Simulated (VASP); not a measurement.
# C (C2/m) in VASP: settings compared

Aim: see how the results for C move with the level of theory and the settings. Levels: r2SCAN, r2SCAN+rVV10. Tasks: relaxation of cell and atoms.

Everything below comes from runs of VASP 6.6.1. Logs are shortened: lines on timing, memory, paths and dates and some standing lists are left out, and cuts for length are marked.

**1. The structure**

The structure is monoclinic, space group C2/m (No. 12). The conventional cell has a = 4.255 Å, b = 2.457 Å, c = 3.765 Å, α = 90.00°, β = 111.49°, γ = 90.00°. C (site symmetry m) is surrounded by 3 C at 1.42 Å.

This is a stacking variant of graphite.

**2. Relaxation of cell and atoms, r2SCAN**

The input, INCAR:

```
  PREC = Accurate
  ENCUT = 600
  EDIFF = 1E-7
  ISMEAR = 0
  SIGMA = 0.1
  LREAL = F
  LASPH = T
  NELM = 60
  ALGO = Normal
  ISIF = 3
  LWAVE = F
  LCHARG = F
  METAGGA = R2SCAN
  LMIXTAU = T
  IBRION = 2
  NSW = 90
  EDIFFG = -0.005
```

The input, KPOINTS:

```
regular mesh
0
Gamma
  16 16 10
```

The input, POSCAR:

```
C
1.0
    2.1273203100     -1.2282824400      0.0000000000
    2.1273203100      1.2282824400      0.0000000000
   -1.3790696300      0.0000000000      3.5028300800
C
2
Direct
    0.8333555300      0.8333555300      0.0000930400
    0.1666444700      0.1666444700      0.9999069600
```

Potentials or basis: VASP PAW PBE potentials, release 64 (C).

Started as:

```bash
$ cat potpaw_PBE.64/C/POTCAR > POTCAR
$ mpirun -np 1 vasp_std > vasp.out
```

OUTCAR:

```text
PREC = Accurate
   ENCUT = 600
   EDIFF = 1E-7
   ISMEAR = 0
   LREAL = F
   LASPH = T
   NELM = 60
   ISIF = 3
   METAGGA = R2SCAN
   IBRION = 2
   NSW = 90
   EDIFFG = -0.005

 ion  position               nearest neighbor table
   1  0.833  0.833  0.000-   2 1.42   2 1.42   2 1.42
   2  0.167  0.167  1.000-   1 1.42   1 1.42   1 1.42

  LATTYP: Found a base centered monoclinic cell.
 ALAT       =     4.2546406200
 B/A-ratio  =     0.5773848133
 C/A-ratio  =     0.8848045588
 COS(beta)  =    -0.3663329311

  Lattice vectors:

 A1 = (   2.1273203100,  -1.2282824400,   0.0000000000)
 A2 = (   2.1273203100,   1.2282824400,   0.0000000000)
 A3 = (  -1.3790696300,   0.0000000000,   3.5028300800)

Analysis of symmetry for initial positions (statically):
=====================================================================
 Subroutine PRICEL returns:
 Original cell was already a primitive cell.

 Routine SETGRP: Setting up the symmetry group for a
 base centered monoclinic supercell.

 Subroutine GETGRP returns: Found  4 space group operations
 (whereof  4 operations were pure point group operations)
 out of a pool of  4 trial point group operations.

The static configuration has the point symmetry C_2h.

Analysis of symmetry for dynamics (positions and initial velocities):
=====================================================================
 Subroutine PRICEL returns:
 Original cell was already a primitive cell.

 Routine SETGRP: Setting up the symmetry group for a
 base centered monoclinic supercell.

 Subroutine GETGRP returns: Found  4 space group operations
 (whereof  4 operations were pure point group operations)
 out of a pool of  4 trial point group operations.

The dynamic configuration has the point symmetry C_2h.

 Subroutine INISYM returns: Found  4 space group operations
 (whereof  4 operations are pure point group operations),
 and found     1 'primitive' translations

----------------------------------------------------------------------------------------

                                     Primitive cell

  volume of cell :      18.3054

  direct lattice vectors                    reciprocal lattice vectors
     2.127320310 -1.228282440  0.000000000     0.235037478 -0.407072497  0.092534619
     2.127320310  1.228282440  0.000000000     0.235037478  0.407072497  0.092534619
[... 113 lines left out ...]
   IVDW    =     0    specifies the selected vdW correction
   LEPSILON=     F    determine dielectric tensor
   LRPA    =     F    only Hartree local field effects (RPA)
 conjugate gradient relaxation of ions
 non-spin polarized calculation
 Gauss-broadening in eV      SIGMA  =   0.10
  energy-cutoff  :      600.00
  volume of cell :       18.31
 maximum number of plane-waves:       626
   NGX =  9   NGY =  9   NGZ = 15

--------------------------------------- Ionic step        1  -------------------------------------------

 number of electron       8.0000000 magnetization

 Free energy of the ion-electron system (eV)
  ---------------------------------------------------
  ext. energy  EPLUGINS =         0.00000000
  ---------------------------------------------------
  free energy    TOTEN  =       -19.88328670 eV

  energy without entropy =      -19.88328669  energy(sigma->0) =      -19.88328669

------------------------ aborting loop because EDIFF is reached ----------------------------------------

  FORCE on cell =-STRESS in cart. coord.  units (eV):
  Direction    XX          YY          ZZ          XY          YZ          ZX
  --------------------------------------------------------------------------------------
  -------------------------------------------------------------------------------------
  Total        0.0171804      0.0080226     -0.0194398      0.0000000      0.0000000     -0.0038980
  in kB        1.5037119      0.7021776     -1.7014660      0.0000000      0.0000000     -0.3411729
  external PRESSURE =       0.1681412 kB  Pullay stress =       0.0000000 kB
[... 89 lines left out ...]
  FREE ENERGIE OF THE ION-ELECTRON SYSTEM (eV)
  ---------------------------------------------------
  free  energy   TOTEN  =       -19.8832948644 eV

  energy  without entropy=      -19.8832948612  energy(sigma->0) =      -19.88329486

[... ionic steps 4 to 13 ...]

--------------------------------------- Ionic step       14  -------------------------------------------

 number of electron       8.0000000 magnetization

------------------------ aborting loop because EDIFF is reached ----------------------------------------
[... 67 lines left out ...]
--------------------------------------- Ionic step       16  -------------------------------------------

 number of electron       8.0000000 magnetization

 Free energy of the ion-electron system (eV)
  ---------------------------------------------------
  ext. energy  EPLUGINS =         0.00000000
  ---------------------------------------------------
  free energy    TOTEN  =       -19.88336623 eV

  energy without entropy =      -19.88336622  energy(sigma->0) =      -19.88336622

 E-fermi :   4.4337     XC(G=0): -10.8847

 val. band max:        4.1139859726   @ k =  -0.3125   0.3125   0.0000
 cond. band min:       4.7539284849   @ k =  -0.3125   0.3750   0.3000
 fundamental gap:      0.6399425123
 Fermi energy:         4.4336569427

 k-point     1 :       0.0000    0.0000    0.0000
  band No.  band energies     occupation
      1     -16.5678      2.00000
      2      -2.8502      2.00000
      3       1.1722      2.00000
      4       1.1756      2.00000
      5       8.5013      0.00000
      6      13.1229      0.00000
      7      13.1260      0.00000
      8      16.7950      0.00000
[... 243 lines left out ...]
 k-point    24 :      -0.0625    0.0625    0.0000
  band No.  band energies     occupation
      1     -16.2719      2.00000
      2      -2.5102      2.00000
      3       0.0668      2.00000
      4       0.5434      2.00000
      5       8.8572      0.00000
      6      13.3709      0.00000
      7      14.2139      0.00000
      8      15.7287      0.00000

 [... further k-points ...]

------------------------ aborting loop because EDIFF is reached ----------------------------------------

  FORCE on cell =-STRESS in cart. coord.  units (eV):
  Direction    XX          YY          ZZ          XY          YZ          ZX
  --------------------------------------------------------------------------------------
  -------------------------------------------------------------------------------------
  Total        0.0066116     -0.0095268      0.0039877      0.0000000      0.0000000     -0.0031021
  in kB        0.5828055     -0.8397709      0.3515113      0.0000000      0.0000000     -0.2734413
  external PRESSURE =       0.0315153 kB  Pullay stress =       0.0000000 kB
[... 17 lines left out ...]
  FREE ENERGIE OF THE ION-ELECTRON SYSTEM (eV)
  ---------------------------------------------------
  free  energy   TOTEN  =       -19.8833662267 eV

  energy  without entropy=      -19.8833662198  energy(sigma->0) =      -19.88336622

 reached required accuracy - stopping structural energy minimisation
```

CONTCAR:

```text
C
   1.00000000000000
     2.1274307592730071   -1.2284076949960341   -0.0033445101699609
     2.1274307592730071    1.2284076949960341   -0.0033445101699609
    -1.3846473668712820    0.0000000000000000    3.4796797409138005
  C
     2
Direct
     0.8333225156672903    0.8333225156672903    0.9999844772140531
     0.1666774843327097    0.1666774843327097    0.0000155227859467

  0.00000000E+00  0.00000000E+00  0.00000000E+00
  0.00000000E+00  0.00000000E+00  0.00000000E+00
```

It took 39 min on 1 thread of Intel Xeon Platinum 8488C (Sapphire Rapids), shared host; peak memory 0.21 GiB.

What came out:

* Free energy: -19.8834 eV
* Relaxed volume: 9.09 Å³/atom
* Relaxed cell: a = 2.457 Å, b = 2.457 Å, c = 3.745 Å, α = 108.75°, β = 108.75°, γ = 60.01°
* Space group after relaxing (to 0.05 Å): R-3m (No. 166)
* Energy gained by relaxing: 0.0 meV/atom
* Ionic steps: 16
* Pressure after relaxing: 0.0 GPa
* Largest force after relaxing: 0.004 eV/Å
* Band gap on the k mesh: 0.64 eV, indirect (least direct gap 0.65 eV)

Forces in eV/Å, atoms in the order of the input:
```
C    0.001  0.000  0.004
C   -0.001  0.000 -0.004
```

Final structure:
```yaml
crystal:
  lattice:
    - [2.12743, -1.22841, -0.00334]
    - [2.12743, 1.22841, -0.00334]
    - [-1.38465, 0.00000, 3.47968]
  atoms:
    - { symbol: C, position: [0.83332, 0.83332, 0.99998] }
    - { symbol: C, position: [0.16668, 0.16668, 0.00002] }
```

Caveat: the PAW data sets were made with another functional, which shifts forces and pressure a little. A k mesh can miss the band edges.

**3. Relaxation of cell and atoms, r2SCAN+rVV10**

INCAR, as its differences from that of step 2:

```diff
@@ -14,2 +14,6 @@
   LMIXTAU = T
+  LUSE_VDW = T
+  IVDW_NL = 2
+  BPARAM = 11.95
+  CPARAM = 0.0093
   IBRION = 2
```

KPOINTS is that of step 2.

POSCAR is that of step 2.

Potentials or basis: VASP PAW PBE potentials, release 64 (C).

Started as:

```bash
$ cat potpaw_PBE.64/C/POTCAR > POTCAR
$ mpirun -np 1 vasp_std > vasp.out
```

It took 77 min on 1 thread of Intel Xeon Platinum 8488C (Sapphire Rapids), shared host; peak memory 0.32 GiB.

The run converged. Its results:

- Free energy: -19.7247 eV
- Relaxed volume: 8.65 Å³/atom
- Relaxed cell: a = 2.456 Å, b = 2.456 Å, c = 3.592 Å, α = 109.67°, β = 109.67°, γ = 60.00°
- Space group after relaxing (to 0.05 Å): R-3m (No. 166)
- Energy gained by relaxing: 3.3 meV/atom
- Ionic steps: 31
- Pressure after relaxing: 0.0 GPa
- Band gap on the k mesh: 0.41 eV, indirect (least direct gap 0.43 eV)

Forces in eV/Å, atoms in the order of the input:
```
C    0.003  0.000  0.000
C   -0.003  0.000  0.000
```

Stress tensor (GPa, compression positive):
```
-0.07  0.00 -0.04
 0.00 -0.05  0.00
-0.04  0.00  0.03
```

The path:
| step | energy change (eV) | largest force (eV/Å) | pressure (GPa) | volume (Å³) |
| --- | --- | --- | --- | --- |
| 1 | 0.0000 | 0.0103 | -0.57 | 18.31 |
| 2 | -0.0010 | 0.0095 | -0.69 | 18.22 |
| 3 | -0.0035 | 0.0658 | -1.05 | 17.96 |
| 4 | -0.0052 | 0.1775 | -1.72 | 17.44 |
| 5 | -0.0055 | 0.1609 | -1.44 | 17.39 |
| 6 | -0.0060 | 0.1258 | -0.68 | 17.28 |
| 7 | -0.0059 | 0.1271 | 0.88 | 17.04 |
| 8 | -0.0062 | 0.1125 | -0.07 | 17.18 |
| 9 | -0.0063 | 0.0892 | -0.04 | 17.19 |
| 10 | -0.0065 | 0.0821 | 0.04 | 17.20 |
| 11 | -0.0066 | 0.0196 | 0.08 | 17.21 |
| 12 | -0.0066 | 0.0077 | 0.10 | 17.21 |
| 13 | -0.0066 | 0.0057 | 0.08 | 17.21 |
| 14 | -0.0066 | 0.0084 | 0.03 | 17.22 |
| 15 | -0.0066 | 0.0119 | 0.01 | 17.22 |
| 16 | -0.0066 | 0.0104 | 0.02 | 17.23 |
| 17 | -0.0066 | 0.0070 | 0.05 | 17.24 |
| 18 | -0.0067 | 0.0059 | 0.11 | 17.25 |
| 19 | -0.0067 | 0.0208 | 0.22 | 17.29 |
| 20 | -0.0067 | 0.0128 | 0.16 | 17.27 |
| 21 | -0.0067 | 0.0075 | 0.11 | 17.28 |
| 22 | -0.0067 | 0.0092 | 0.03 | 17.29 |
| 23 | -0.0067 | 0.0086 | 0.03 | 17.29 |
| 24 | -0.0067 | 0.0057 | 0.08 | 17.28 |
| 25 | -0.0067 | 0.0071 | 0.05 | 17.29 |
| 26 | -0.0067 | 0.0075 | 0.06 | 17.29 |
| 27 | -0.0067 | 0.0080 | 0.05 | 17.29 |
| 28 | -0.0067 | 0.0084 | 0.04 | 17.29 |
| 29 | -0.0067 | 0.0051 | 0.02 | 17.29 |
| 30 | -0.0067 | 0.0056 | -0.02 | 17.29 |
| 31 | -0.0067 | 0.0029 | -0.03 | 17.29 |

Final structure:
```
C
1.0
     2.12716   -1.22806   -0.00542
     2.12716    1.22806   -0.00542
    -1.38756    0.00000    3.31369
C
2
Direct
  0.83335 0.83335 0.00006
  0.16665 0.16665 0.99994
```

Levels at points of the mesh, in eV from the valence-band top:
```
           k point  band 1  band 2  band 3  band 4  band 5  band 6  band 7  band 8
(0.00, 0.00, 0.00)  -20.86   -6.81   -3.05   -3.05    4.58    8.91    8.91   12.52
(0.50, 0.00, 0.00)  -15.23  -13.99   -6.64   -1.97    2.31    8.13   12.55   13.13
(0.50, 0.50, 0.00)  -15.11  -13.90   -6.71   -2.78    1.51    7.68   14.10   16.06
(0.00, 0.00, 0.50)  -20.53   -9.00   -3.07   -3.07    8.84    8.85   11.52   12.79
(0.50, 0.00, 0.50)  -15.10  -13.89   -6.71   -2.81    1.47    7.67   14.15   16.22
(0.50, 0.50, 0.50)  -15.23  -13.99   -6.64   -2.01    2.27    8.13   12.60   13.24
```

Caveat: the PAW data sets were made with another functional, which shifts forces and pressure a little. A k mesh can miss the band edges.
